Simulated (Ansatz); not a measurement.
# PbO: the order of phases at one pressure, part 2 of 2

Aim: bring PbO in several structures (CsCl, zincblende, NiAs, WC) to one pressure and rank them by enthalpy. The pressure is set by scaling the first phase. Methods of the runs shown: PAW.

Ansatz 0.2.0; DFT r²SCAN; a cell built from a prototype (CsCl type), not taken from measurement.

**10. The output, continued: NiAs relaxed under pressure, PAW files**

Output, continued:

```text
iter 1 solved again at ethr=4.72e-8 eV; its pass at ethr=3.10e-3 eV (dr2=1.89e-5 eV) is discarded
SCF iter   1: F=—  HF=-24975.602946 eV  |F-HF|=—  |Δ(HF+E_count)|=         —  Δρ=2.54e-4  dr2=2.64e-5  dr2_τ=1.50e-4  ethr=4.72e-8  ⟨swp⟩=3.6  Hψ=5919  notcnv=0
preconditioner: auto → Kerker (q_TF=auto, 2.588 Å⁻¹)  [metal: Δε(μ)=0.112 eV  Ē_g=17.220 eV  σ=0.080 eV  W_gap=0.31  n_scr=22 (ndim 8)  ℏωp=31.7 eV  f_vac=0.000  D(μ)=0.25/eV (n_scr^D=0)]
SCF iter   2: F=—  HF=-24975.603131 eV  |F-HF|=—  |Δ(HF+E_count)|=   1.85e-4  Δρ=1.10e-4  dr2=4.31e-6  dr2_τ=6.30e-7  ethr=4.72e-8  ⟨swp⟩=2.0  Hψ=1590  notcnv=0
SCF iter   3: F=—  HF=-24975.603132 eV  |F-HF|=—  |Δ(HF+E_count)|=   1.32e-6  Δρ=6.47e-5  dr2=1.65e-6  dr2_τ=1.89e-7  ethr=1.08e-8  ⟨swp⟩=2.3  Hψ=1257  notcnv=0
SCF iter   4: F=-24975.603133 eV  HF=-24975.603133 eV  |F-HF|=8.07e-9  |Δ(HF+E_count)|=   4.34e-7  Δρ=1.87e-5  dr2=2.25e-7  dr2_τ=8.76e-9  ethr=9.46e-10  ⟨swp⟩=10.6  Hψ=7464  notcnv=0
SCF 7 converged in 4 iterations: F = -24975.603133 eV  dr2 = 2.25e-7
relax step   7: F+E_penalty+E_count = -24975.60313290 eV  Δ(F+E_penalty+E_count) = -1.110e-2 eV  max|allowed force component| = 1.110e-16 eV/Å  Δτ_max = 0.0000 Å  P = +39.991 GPa  Ω = 54.962 Å³  energy of the carried Pulay correction = -1.803e-3 eV  (4 SCF iters, dr2 threshold 3.78e-7 eV, accepted)
Basis set: ecut = 500 eV, 1361 PW (Γ), exchange–correlation on 96×96×192 points (64 copies of the dense FFT grid, shifted against one another)
Initial wavefunctions: pseudopotential atomic-orbital guess (no wavefunctions were taken with the density)
iter 1 solved again at ethr=1.24e-7 eV; its pass at ethr=3.10e-3 eV (dr2=4.96e-5 eV) is discarded
SCF iter   1: F=—  HF=-24975.619829 eV  |F-HF|=—  |Δ(HF+E_count)|=         —  Δρ=9.15e-4  dr2=5.21e-5  dr2_τ=1.56e-4  ethr=1.24e-7  ⟨swp⟩=4.0  Hψ=6993  notcnv=0
preconditioner: auto → Kerker (q_TF=auto, 2.588 Å⁻¹)  [metal: Δε(μ)=0.113 eV  Ē_g=17.219 eV  σ=0.080 eV  W_gap=0.31  n_scr=22 (ndim 8)  ℏωp=31.7 eV  f_vac=0.000  D(μ)=0.25/eV (n_scr^D=0)]
SCF iter   2: F=—  HF=-24975.620161 eV  |F-HF|=—  |Δ(HF+E_count)|=   3.31e-4  Δρ=4.71e-4  dr2=1.23e-5  dr2_τ=3.68e-5  ethr=1.24e-7  ⟨swp⟩=2.0  Hψ=1584  notcnv=0
SCF iter   3: F=—  HF=-24975.620273 eV  |F-HF|=—  |Δ(HF+E_count)|=   1.13e-4  Δρ=1.25e-4  dr2=1.12e-6  dr2_τ=2.32e-6  ethr=3.08e-8  ⟨swp⟩=2.0  Hψ=1584  notcnv=0
SCF iter   4: F=—  HF=-24975.620281 eV  |F-HF|=—  |Δ(HF+E_count)|=   7.36e-6  Δρ=1.29e-5  dr2=6.29e-8  dr2_τ=9.26e-9  ethr=2.79e-9  ⟨swp⟩=2.1  Hψ=1594  notcnv=0
SCF iter   5: F=—  HF=-24975.620281 eV  |F-HF|=—  |Δ(HF+E_count)|=   6.77e-8  Δρ=3.13e-6  dr2=8.00e-9  dr2_τ=5.50e-10  ethr=1.57e-10  ⟨swp⟩=2.4  Hψ=1692  notcnv=0
SCF iter   6: F=—  HF=-24975.620281 eV  |F-HF|=—  |Δ(HF+E_count)|=   1.51e-9  Δρ=9.18e-7  dr2=5.02e-10  dr2_τ=2.61e-11  ethr=2.00e-11  ⟨swp⟩=2.7  Hψ=1464  notcnv=0
SCF iter   7: F=-24975.620281 eV  HF=-24975.620281 eV  |F-HF|=0.00e0  |Δ(HF+E_count)|=  2.18e-11  Δρ=1.71e-7  dr2=1.08e-11  dr2_τ=1.23e-12  ethr=1.00e-12  ⟨swp⟩=7.3  Hψ=5769  notcnv=0
SCF 8 converged in 7 iterations: F = -24975.620281 eV  dr2 = 1.08e-11
relax step   8: F+E_penalty+E_count = -24975.62028068 eV  Δ(F+E_penalty+E_count) = -1.715e-2 eV  max|allowed force component| = 3.701e-17 eV/Å  Δτ_max = 0.0000 Å  P = +40.399 GPa  Ω = 54.962 Å³  stress off target by 1.13e0 GPa  SCF on the basis re-selected at this cell (its energy is not comparable with the rows above)  (7 SCF iters)
basis re-selected at this cell: Δ(F+E_penalty+E_count) = -1.715e-2 eV, ΔP = +0.408 GPa vs the last step (what re-selecting the basis moved, of the pressure what is left beyond the Pulay correction that the steps carried, after the strain that the cell walked since its last selection, with what the two solves' SCF thresholds leave and, on support functions, any second-order correction that the steps lacked; it is no measure of the basis error at this ecutwfc). The dense FFT grid was sized anew with the basis: this SCF ran on 24×24×48 points, the steps before it on 25×25×40, so part of this shift can come from that change (see relax.cell in the input reference). This SCF's stress stands 1.13e0 GPa from its target on what of the cell is left free (relax.cell.stress_tol is 3.00e-2 GPa) and its largest allowed force component is 3.70e-17 eV/Å (relax.f_tol is 5.00e-3 eV/Å): not within both, so this SCF does not close the relaxation
Crystal: 4 atoms, lattice volume = 54.960 Å³
Basis set: ecut = 500 eV, 1379 PW (Γ), exchange–correlation on 96×96×192 points (64 copies of the dense FFT grid, shifted against one another)
iter 1 solved again at ethr=2.28e-7 eV; its pass at ethr=3.10e-3 eV (dr2=9.14e-5 eV) is discarded
SCF iter   1: F=—  HF=-24975.620033 eV  |F-HF|=—  |Δ(HF+E_count)|=         —  Δρ=5.08e-4  dr2=1.10e-4  dr2_τ=4.88e-4  ethr=2.28e-7  ⟨swp⟩=3.3  Hψ=5939  notcnv=0
preconditioner: auto → Kerker (q_TF=auto, 2.588 Å⁻¹)  [metal: Δε(μ)=0.123 eV  Ē_g=17.213 eV  σ=0.080 eV  W_gap=0.35  n_scr=22 (ndim 8)  ℏωp=31.7 eV  f_vac=0.000  D(μ)=0.26/eV (n_scr^D=0)]
SCF iter   2: F=—  HF=-24975.620536 eV  |F-HF|=—  |Δ(HF+E_count)|=   5.03e-4  Δρ=2.09e-4  dr2=1.68e-5  dr2_τ=1.60e-6  ethr=2.28e-7  ⟨swp⟩=2.0  Hψ=1586  notcnv=0
SCF iter   3: F=—  HF=-24975.620540 eV  |F-HF|=—  |Δ(HF+E_count)|=   4.03e-6  Δρ=1.04e-4  dr2=5.02e-6  dr2_τ=3.02e-7  ethr=4.20e-8  ⟨swp⟩=1.3  Hψ=940  notcnv=0
SCF iter   4: F=-24975.620542 eV  HF=-24975.620542 eV  |F-HF|=6.66e-8  |Δ(HF+E_count)|=   1.45e-6  Δρ=2.66e-5  dr2=3.68e-7  dr2_τ=1.60e-8  ethr=1.00e-9  ⟨swp⟩=11.0  Hψ=7596  notcnv=0
SCF 9 converged in 4 iterations: F = -24975.620542 eV  dr2 = 3.68e-7
relax step   9: F+E_penalty+E_count = -24975.62054172 eV  Δ(F+E_penalty+E_count) = -2.610e-4 eV  max|allowed force component| = 8.789e-17 eV/Å  Δτ_max = 0.0000 Å  P = +40.021 GPa  Ω = 54.960 Å³  energy of the carried Pulay correction = -1.863e-5 eV  (4 SCF iters, dr2 threshold 4.00e-7 eV, accepted)
Crystal: 4 atoms, lattice volume = 54.957 Å³
iter 1 solved again at ethr=3.04e-9 eV; its pass at ethr=3.10e-3 eV (dr2=1.22e-6 eV) is discarded
SCF iter   1: F=—  HF=-24975.619906 eV  |F-HF|=—  |Δ(HF+E_count)|=         —  Δρ=5.45e-5  dr2=1.69e-6  dr2_τ=3.25e-6  ethr=3.04e-9  ⟨swp⟩=3.2  Hψ=5782  notcnv=0
preconditioner: auto → Kerker (q_TF=auto, 2.588 Å⁻¹)  [metal: Δε(μ)=0.121 eV  Ē_g=17.215 eV  σ=0.080 eV  W_gap=0.34  n_scr=22 (ndim 8)  ℏωp=31.7 eV  f_vac=0.000  D(μ)=0.26/eV (n_scr^D=0)]
SCF iter   2: F=—  HF=-24975.619908 eV  |F-HF|=—  |Δ(HF+E_count)|=   2.46e-6  Δρ=2.94e-5  dr2=5.16e-7  dr2_τ=1.75e-8  ethr=3.04e-9  ⟨swp⟩=2.2  Hψ=1544  notcnv=0
SCF iter   3: F=—  HF=-24975.619908 eV  |F-HF|=—  |Δ(HF+E_count)|=   1.14e-7  Δρ=1.62e-5  dr2=1.66e-7  dr2_τ=1.45e-8  ethr=1.29e-9  ⟨swp⟩=2.2  Hψ=1449  notcnv=0
SCF iter   4: F=—  HF=-24975.619908 eV  |F-HF|=—  |Δ(HF+E_count)|=   1.31e-9  Δρ=4.39e-6  dr2=1.68e-8  dr2_τ=3.86e-10  ethr=4.14e-10  ⟨swp⟩=2.2  Hψ=1158  notcnv=0
SCF iter   5: F=-24975.619908 eV  HF=-24975.619908 eV  |F-HF|=1.27e-10  |Δ(HF+E_count)|=  5.46e-11  Δρ=1.48e-6  dr2=1.19e-9  dr2_τ=4.20e-11  ethr=3.84e-11  ⟨swp⟩=9.9  Hψ=5996  notcnv=0
SCF 10 converged in 5 iterations: F = -24975.619908 eV  dr2 = 1.19e-9
relax step  10: F+E_penalty+E_count = -24975.61990846 eV  Δ(F+E_penalty+E_count) = +6.333e-4 eV  max|allowed force component| = 2.776e-17 eV/Å  Δτ_max = 0.0000 Å  P = +40.001 GPa  Ω = 54.957 Å³  energy of the carried Pulay correction = -1.918e-5 eV  (5 SCF iters, dr2 threshold 1.54e-8 eV, accepted)
iter 1 solved again at ethr=4.13e-8 eV; its pass at ethr=3.10e-3 eV (dr2=1.65e-5 eV) is discarded
SCF iter   1: F=—  HF=-24975.619925 eV  |F-HF|=—  |Δ(HF+E_count)|=         —  Δρ=5.05e-5  dr2=3.19e-8  dr2_τ=4.19e-8  ethr=4.13e-8  ⟨swp⟩=4.4  Hψ=7053  notcnv=0
preconditioner: auto → Kerker (q_TF=auto, 2.588 Å⁻¹)  [metal: Δε(μ)=0.121 eV  Ē_g=17.216 eV  σ=0.080 eV  W_gap=0.34  n_scr=22 (ndim 8)  ℏωp=31.7 eV  f_vac=0.000  D(μ)=0.26/eV (n_scr^D=0)]
SCF iter   2: F=—  HF=-24975.619929 eV  |F-HF|=—  |Δ(HF+E_count)|=   4.92e-6  Δρ=2.57e-5  dr2=9.01e-9  dr2_τ=1.21e-7  ethr=7.98e-11  ⟨swp⟩=3.1  Hψ=1809  notcnv=0
SCF iter   3: F=—  HF=-24975.619931 eV  |F-HF|=—  |Δ(HF+E_count)|=   1.60e-6  Δρ=2.53e-6  dr2=2.26e-9  dr2_τ=7.66e-10  ethr=2.25e-11  ⟨swp⟩=2.0  Hψ=1590  notcnv=0
SCF iter   4: F=—  HF=-24975.619931 eV  |F-HF|=—  |Δ(HF+E_count)|=   3.07e-9  Δρ=5.71e-7  dr2=1.58e-10  dr2_τ=2.43e-11  ethr=5.64e-12  ⟨swp⟩=2.0  Hψ=1057  notcnv=0
SCF iter   5: F=—  HF=-24975.619931 eV  |F-HF|=—  |Δ(HF+E_count)|=  1.24e-10  Δρ=2.51e-7  dr2=3.16e-11  dr2_τ=3.68e-12  ethr=1.00e-12  ⟨swp⟩=2.0  Hψ=1055  notcnv=0
SCF iter   6: F=-24975.619931 eV  HF=-24975.619931 eV  |F-HF|=1.46e-11  |Δ(HF+E_count)|=  1.46e-11  Δρ=1.37e-7  dr2=9.12e-12  dr2_τ=8.81e-13  ethr=1.00e-12  ⟨swp⟩=8.4  Hψ=4914  notcnv=0
SCF 11 converged in 6 iterations: F = -24975.619931 eV  dr2 = 9.12e-12
relax step  11: F+E_penalty+E_count = -24975.61993103 eV  Δ(F+E_penalty+E_count) = -2.258e-5 eV  max|allowed force component| = 3.701e-17 eV/Å  Δτ_max = 0.0000 Å  P = +40.000 GPa  Ω = 54.957 Å³  stress off target by 2.72e-3 GPa  SCF on the basis re-selected at this cell (its energy is not comparable with the rows above)  (6 SCF iters)
basis re-selected at this cell: Δ(F+E_penalty+E_count) = -2.258e-5 eV, ΔP = -0.001 GPa vs the last step (what re-selecting the basis moved, of the pressure what is left beyond the Pulay correction that the steps carried, after the strain that the cell walked since its last selection, with what the two solves' SCF thresholds leave and, on support functions, any second-order correction that the steps lacked; it is no measure of the basis error at this ecutwfc). This SCF's stress stands 2.72e-3 GPa from its target on what of the cell is left free (relax.cell.stress_tol is 3.00e-2 GPa) and its largest allowed force component is 3.70e-17 eV/Å (relax.f_tol is 5.00e-3 eV/Å): within both
SCF converged after 6 iterations
Free energy (F): -24975.619931 eV
Harris-Foulkes:  -24975.619931 eV  (|F-HF|=1.46e-11)
Internal energy: -24975.613788 eV  (E = F + TS)
E sigma→0 (E₀):  -24975.616859 eV
Entropy (-TS):   -0.006143 eV (-1.536 meV/atom)
Fermi energy:    15.460551 eV
--- Per-component energies (eV) ---
  E_band       = 91.842583
  E_kinetic    = 943.890659
  E_local      = -2031.306858  (includes V_loc(G=0)·N_el)
  E_nonlocal   = 799.337494
  E_hartree    = 805.247037
  E_xc         = -571.874822
  E_vxc        = -511.988240  (∫ρ·V_xc dr)
  E_paw        = -21183.202941  (= ΣΔE_a)
  E_vpaw       = -752.906520  (= ΣTr[D̂ρ^β])
  E_aug_tail   = 0.001973  (compensation charges beyond the density's cutoff)
  E_vtau       = 34.320035  (kinetic-family band-sum trace: ∫τ·v_τ [+ j·A + Jᵃ·Aᵃ] dr)
  E_ewald      = -3739.573452
  E_core_change = 1.867123  (= ΣΔE_core)
  E_smearing   = -0.006143  (= −TS)
  E_closure    = 0.000000  (closes the sum)
  Σ components = -24975.619931   (vs F -24975.619931, Δ=0.00e0)
--- Forces (eV/Å), atoms counted from 1 ---
  atom   1  Pb     0.00000000     0.00000000     0.00000000
  atom   2  Pb     0.00000000     0.00000000     0.00000000
  atom   3  O     -0.00000000    -0.00000000     0.00000000
  atom   4  O      0.00000000     0.00000000     0.00000000
  max |Σ_I F_I| component: 1.85e-17 eV/Å
--- Stress (GPa, compression-positive) ---
       39.999245       0.000000       0.000000
        0.000000      39.999245       0.000000
        0.000000       0.000000      40.002719
  P = ⅓ Tr σ = 40.0004 GPa (400.004 kbar)
--- Band table (eV; the first three rows and the last of 36) ---
  k-point 0: bands = ["-5.9564", "-5.0078", "-3.0537", "-2.8100", "-2.8100", "-2.7420", "-2.7420", "-2.7009", "-2.4126", "-2.4126", "-2.1910", "-2.1910", "3.2959", "6.7540", "10.0110", "11.7199", "11.7199", "12.3469", "12.3469", "15.8743", "15.9240", "23.4909", "24.2450", "24.2450"]
  k-point 1: bands = ["-5.8783", "-5.1147", "-3.0181", "-2.8032", "-2.8032", "-2.7483", "-2.7483", "-2.7304", "-2.3924", "-2.3924", "-2.2131", "-2.2131", "3.5350", "6.1951", "10.6456", "11.7797", "11.7797", "12.2870", "12.2870", "14.6230", "17.2052", "22.1621", "24.3912", "24.3912"]
  k-point 2: bands = ["-5.6637", "-5.3743", "-2.9255", "-2.8143", "-2.7857", "-2.7857", "-2.7648", "-2.7648", "-2.3385", "-2.3385", "-2.2700", "-2.2700", "4.2008", "5.1611", "11.9130", "11.9364", "11.9364", "12.1301", "12.1301", "13.2904", "18.6593", "20.3260", "24.8122", "24.8122"]
  k-point 35: bands = ["-5.2081", "-5.2081", "-2.6451", "-2.6451", "-2.5720", "-2.5720", "-2.5098", "-2.5098", "-2.5060", "-2.3045", "-1.4728", "-1.4728", "6.2136", "6.9571", "8.7153", "8.7153", "11.3009", "11.3009", "12.9252", "14.4472", "16.0116", "16.0116", "19.4873", "19.4873"]
--- Relaxed structure (9 steps of the walk, 9 accepted, 2 SCFs on fresh bases) ---
  F+E_penalty+E_count = -24975.61993103 eV   max|allowed force component| = 3.701e-17 eV/Å   (the final SCF, on the basis selected at the relaxed cell)
  cell:  # Å, volume = 54.9570 Å³
    - [3.1606339400653254, 2.707622437117637e-11, 0.0]
    - [-1.5803169700561113, 2.737189284146336, 0.0]
    - [0.0, 0.0, 6.352487666055358]
  atoms:
    - { symbol: Pb, position: [5.272053502786497e-34, 1.716525184275742e-34, 1.7409244855562219e-34] }
    - { symbol: Pb, position: [4.447066500533669e-34, 3.2255254098765745e-35, 0.49999999999999994] }
    - { symbol: O, position: [0.3333333333333332, 0.6666666666666665, 0.24999999999999997] }
    - { symbol: O, position: [0.6666666666666665, 0.33333333333333326, 0.7499999999999998] }
```

Wall time 36 s (2 threads of Arm Neoverse V2, shared host); peak memory 0.49 GiB.

The steps of the relaxation:

```
step  energy from step 1 (eV/cell)  largest force component (eV/Å)  pressure (GPa)  volume (Å³)
   1                        0.0000                          0.0000           74.55        51.36
   2                       -1.7642                          0.0000           48.47        55.33
   3                       -2.2907                          0.0000           42.91        56.03
   4                       -2.4809                          0.0000           40.89        55.88
   5                       -2.3751                          0.0000           41.00        55.00
   6                       -2.3599                          0.0000           39.97        54.92
   7                       -2.3710                          0.0000           39.99        54.96
   8                       -2.3882                          0.0000           40.40        54.96
   9                       -2.3885                          0.0000           40.02        54.96
  10                       -2.3878                          0.0000           40.00        54.96
  11                       -2.3878                          0.0000           40.00        54.96
```

Step 1 is the start. Steps 8, 11 repeat the geometry before on a plane-wave basis chosen anew for that cell, so the energy can jump there without any move; the table keeps such jumps.

| input's cell | before | after | change |
| --- | --- | --- | --- |
| a (Å) | 3.370 | 3.161 | -6.2 % |
| b (Å) | 3.370 | 3.161 | -6.2 % |
| c (Å) | 5.223 | 6.352 | +21.6 % |
| volume (Å³/atom) | 12.84 | 13.74 | +7.0 % |

Result: pressure 40.00 GPa; no gap.

**11. WC relaxed under pressure, PAW**

The input, input.yaml:

```yaml
crystal:
  lattice:
    - [3.1161664151, 0.0, 0.0]
    - [-1.5580832075, 2.6986792779, 0.0]
    - [0.0, 0.0, 3.0538430868]
  atoms:
    - { symbol: Pb, position: [0.0, 0.0, 0.0] }
    - { symbol: O, position: [0.3333333333, 0.6666666667, 0.5] }
kpoints:
  mp_grid: { grid: [14, 14, 13] }
scf:
  occupations: { method: fermi_dirac, width: 0.08 }
hamiltonian:
  xc: r2scan
  pseudopotentials: { kind: paw }
output:
  forces: true
  stress: true
  eigenvalues: true
relax:
  f_tol: 0.005
  max_steps: 40
  cell: { p_target: 40.0, stress_tol: 0.03 }
```

Run with:

```sh
$ ansatz run input.yaml --threads 2 --pin off --max-ram 5120MiB --backend cpu --events-out ev --progress --plain --runs-dir out
```

Log, shortened:

```text
[...]
[... 4 set-up lines as earlier in the session ...]
[...]
Crystal: 2 atoms, lattice volume = 25.681 Å³
Basis set: ecut = 500 eV, 659 PW (Γ), exchange–correlation on 96×96×96 points (64 copies of the dense FFT grid, shifted against one another)
Bands: 14, of which v1, the nominal top of the filled ones, is band 10 counted from 1 (9 counted from 0)
Symmetry: 12 space group operations
Space group: P-6m2 (ITA 187), of the structure as read, at distance tolerance 3.0e-5 Å
k-points: 168 of 2548 (time reversal used)
[...]
SCF iter   1: F=—  HF=-12487.268378 eV  |F-HF|=—  |Δ(HF+E_count)|=         —  Δρ=1.32e-2  dr2=3.98e-2  dr2_τ=7.30e-2  ethr=1.77e-3  ⟨swp⟩=6.0  Hψ=14500  notcnv=0
[...]
relax step   1: F+E_penalty+E_count = -12487.34144338 eV  Δ(F+E_penalty+E_count) = +0.000e0 eV  max|allowed force component| = 7.401e-17 eV/Å  Δτ_max = 0.0000 Å  P = +57.891 GPa  Ω = 25.681 Å³  (8 SCF iters, dr2 threshold 1.00e-7 eV, accepted)
[...]
relax step   3: F+E_penalty+E_count = -12487.80251745 eV  Δ(F+E_penalty+E_count) = +2.412e-1 eV  max|allowed force component| = 2.776e-17 eV/Å  Δτ_max = 0.0000 Å  P = +39.498 GPa  Ω = 27.157 Å³  energy of the carried Pulay correction = -7.546e-4 eV  (6 SCF iters, dr2 threshold 2.00e-7 eV, accepted)
[...]
relax step   4: F+E_penalty+E_count = -12487.80823905 eV  Δ(F+E_penalty+E_count) = -5.722e-3 eV  max|allowed force component| = 5.551e-17 eV/Å  Δτ_max = 0.0000 Å  P = +40.236 GPa  Ω = 27.175 Å³  energy of the carried Pulay correction = -7.422e-4 eV  (6 SCF iters, dr2 threshold 2.00e-7 eV, accepted)
[...]
SCF iter   5: F=-12487.807902 eV  HF=-12487.807902 eV  |F-HF|=8.89e-9  |Δ(HF+E_count)|=   1.22e-7  Δρ=1.15e-5  dr2=2.48e-8  dr2_τ=1.00e-9  ethr=1.00e-9  ⟨swp⟩=6.3  Hψ=11422  notcnv=0
[...]
```

**12. More of the same log: WC relaxed under pressure, PAW files**

The log, continued, shortened:

```text
relax step   5: F+E_penalty+E_count = -12487.80790244 eV  Δ(F+E_penalty+E_count) = +3.366e-4 eV  max|allowed force component| = 8.558e-17 eV/Å  Δτ_max = 0.0000 Å  P = +40.003 GPa  Ω = 27.173 Å³  energy of the carried Pulay correction = -7.470e-4 eV  (5 SCF iters, dr2 threshold 2.00e-7 eV, accepted)
[...]
relax step   7: F+E_penalty+E_count = -12487.80763166 eV  Δ(F+E_penalty+E_count) = +8.913e-4 eV  max|allowed force component| = 1.966e-17 eV/Å  Δτ_max = 0.0000 Å  P = +40.001 GPa  Ω = 27.170 Å³  energy of the carried Pulay correction = +1.185e-6 eV  (4 SCF iters, dr2 threshold 2.27e-9 eV, accepted)
[...]
       -0.000000      40.001480       0.000000
        0.000000       0.000000      40.001380
  P = ⅓ Tr σ = 40.0014 GPa (400.014 kbar)
--- Band table (eV; the first three rows and the last of 168) ---
  k-point 0: bands = ["-5.8563", "-2.8941", "-2.6416", "-2.6416", "-2.0078", "-2.0078", "6.9018", "10.4066", "12.1091", "12.1091", "24.5757", "24.5757", "24.6062", "25.2626"]
[...]
--- Relaxed structure (6 steps of the walk, 6 accepted, 2 SCFs on fresh bases) ---
  F+E_penalty+E_count = -12487.80763035 eV   max|allowed force component| = 1.966e-17 eV/Å   (the final SCF, on the basis selected at the relaxed cell)
  cell:  # Å, volume = 27.1697 Å³
    - [3.1470205434882383, -2.915340997127292e-11, -2.5213875490527165e-29]
    - [-1.5735102717188718, 2.7253997369069025, 2.357411157724281e-18]
    - [3.256035646629623e-33, 2.6676618543311155e-18, 3.1677750121789088]
  atoms:
    - { symbol: Pb, position: [-6.162975822039155e-33, -3.700743415524895e-17, -4.43431261416334e-34] }
    - { symbol: O, position: [0.3333333333333333, 0.6666666666666665, 0.5] }
```

Wall time 53 s (2 threads of Arm Neoverse V2, shared host); peak memory 0.45 GiB.

Relaxation path:

```
step  energy from step 1 (eV/cell)  largest force component (eV/Å)  pressure (GPa)  volume (Å³)
   1                        0.0000                          0.0000           57.89        25.68
   2                       -0.7023                          0.0000           30.90        28.24
   3                       -0.4611                          0.0000           39.50        27.16
   4                       -0.4668                          0.0000           40.24        27.18
   5                       -0.4665                          0.0000           40.00        27.17
   6                       -0.4671                          0.0000           39.98        27.17
   7                       -0.4662                          0.0000           40.00        27.17
   8                       -0.4662                          0.0000           40.00        27.17
```

Step 1 is the start. Steps 6, 8 repeat the geometry before on a plane-wave basis chosen anew for that cell, so the energy can jump there without any move; the table keeps such jumps.

| input's cell | before | after | change |
| --- | --- | --- | --- |
| a (Å) | 3.116 | 3.147 | +1.0 % |
| b (Å) | 3.116 | 3.147 | +1.0 % |
| c (Å) | 3.054 | 3.168 | +3.7 % |
| volume (Å³/atom) | 12.84 | 13.58 | +5.8 % |

This run gives: pressure 40.00 GPa; no gap.

**13. Side by side**

Enthalpy per atom, H = F + pV at p = 40 GPa, from each method's lowest phase:

| method | start | space group, start → end | volume (Å³/atom) | pressure (GPa) | enthalpy (meV/atom) |
| --- | --- | --- | --- | --- | --- |
| PAW | CsCl | Pm-3m → Pm-3m | 12.863 | 40.0 | 0.0 |
| PAW | zincblende | F-43m → F-43m | 16.136 | 40.0 | 795.7 |
| PAW | NiAs | P6_3/mmc → P6_3/mmc | 13.739 | 40.0 | 91.3 |
| PAW | WC | P-6m2 → P-6m2 | 13.585 | 40.0 | 53.9 |

**14. Outcome**

The summary covers parts 1 to 2.

| quantity | value |
| --- | --- |
| pressure | 40 GPa |
| lowest (PAW) | CsCl, 53.9 meV/atom under WC |

What this shows: By PAW the order is CsCl < WC < NiAs < zincblende. Only these structures were tried, with electrons smeared by 0.08 eV and without vibrations, so the true ground state may be another. The k meshes differ between phases and weren't tested, which can move differences by some meV. Spin-orbit coupling is left out, though the cell holds Pb; in elements this heavy it can shift bands and gaps by tenths of an eV.
